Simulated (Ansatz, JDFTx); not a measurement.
Given: the input of a run of JDFTx 1.7.0 (patched build) on SiC (Moissanite). 

SiC.in

```
include SiC.lattice
coords-type Lattice
include SiC.ionpos

ion-species pseudo/Si.upf
ion-species pseudo/C.upf
elec-cutoff 41 328
elec-ex-corr gga-x-rpbe gga-c-pbe
kpoint-folding 10 10 5
elec-smearing Fermi 0.0018374661
elec-n-bands 14
electronic-SCF nIterations 100 energyDiffThreshold 1e-09
electronic-minimize nIterations 30 energyDiffThreshold 1e-7
forces-output-coords Cartesian
lattice-minimize nIterations 40 energyDiffThreshold 1e-6

dump-name run.$VAR
dump End Ecomponents EigStats BandEigs Kpoints Forces Stress
```

File SiC.lattice:

```
lattice \
    5.8127975593    -2.9063987797     0.0000000000 \
    0.0000000000     5.0340303534     0.0000000000 \
    0.0000000000     0.0000000000     9.5393374771
```

The input SiC.ionpos:

```
ion Si     0.6666666667     0.3333333333     0.5000000000 1
ion Si     0.3333333333     0.6666666667     0.0000000000 1
ion C      0.6666666667     0.3333333333     0.8850000000 1
ion C      0.3333333333     0.6666666667     0.3850000000 1
```

Potentials or basis: PseudoDojo-SR-PBE-0.5-standard.

Run with:

```bash
$ jdftx -c 1 -i SiC.in -o SiC.out
```

Question: Set up the same calculation for Ansatz 0.2.0. Potentials or basis there: Ansatz PAW, cutoff 420 eV.

Answer: As run (cutoffs and basis follow the program's own potentials, and thresholds, step limits or extra output files can differ):

File input.yaml:

```yaml
crystal:
  lattice:
    - [3.076, 0.0, 0.0]
    - [-1.538, 2.663894142, 0.0]
    - [0.0, 0.0, 5.048]
  atoms:
    - { symbol: Si, position: [0.6666666667, 0.3333333333, 0.5] }
    - { symbol: Si, position: [0.3333333333, 0.6666666667, 0.0] }
    - { symbol: C, position: [0.6666666667, 0.3333333333, 0.885] }
    - { symbol: C, position: [0.3333333333, 0.6666666667, 0.385] }
hamiltonian:
  xc: rpbe
  pseudopotentials: { kind: paw }
kpoints:
  mp_grid: { grid: [10, 10, 5] }
scf:
  occupations: { method: fermi_dirac, width: 0.05 }
output:
  forces: true
  stress: true
relax:
  f_tol: 0.01
  max_steps: 40
  cell: { stress_tol: 0.05 }
```

Potentials or basis: Ansatz PAW.

The run is started by

```console
$ ansatz run input.yaml --threads 2 --pin off --max-ram 5632MiB --backend cpu --events-out ev --progress --plain --runs-dir out
```

Both were run:

|  | JDFTx | Ansatz |
| --- | --- | --- |
| Relaxed volume | 10.54 Å³/atom | 10.66 Å³/atom |
| Relaxed cell | a = 3.096 Å, b = 3.096 Å, c = 5.081 Å, α = 90.00°, β = 90.00°, γ = 120.00° | a = 3.108 Å, b = 3.108 Å, c = 5.099 Å, α = 90.00°, β = 90.00°, γ = 120.00° |
| Space group after relaxing | P6_3mc (No. 186) | P6_3mc (No. 186) |
| Pressure after relaxing | 0.0 GPa | 0.0 GPa |

Ansatz's pressure holds a Pulay term of +0.24 GPa for its cutoff of 420 eV, which the other run lacks.

JDFTx's potentials were made for PBE. Ansatz's potentials were made for PBE.

Where Ansatz's input types no cutoff or centring, it takes its own default and a Γ-centred mesh.

Pressure is positive in compression.
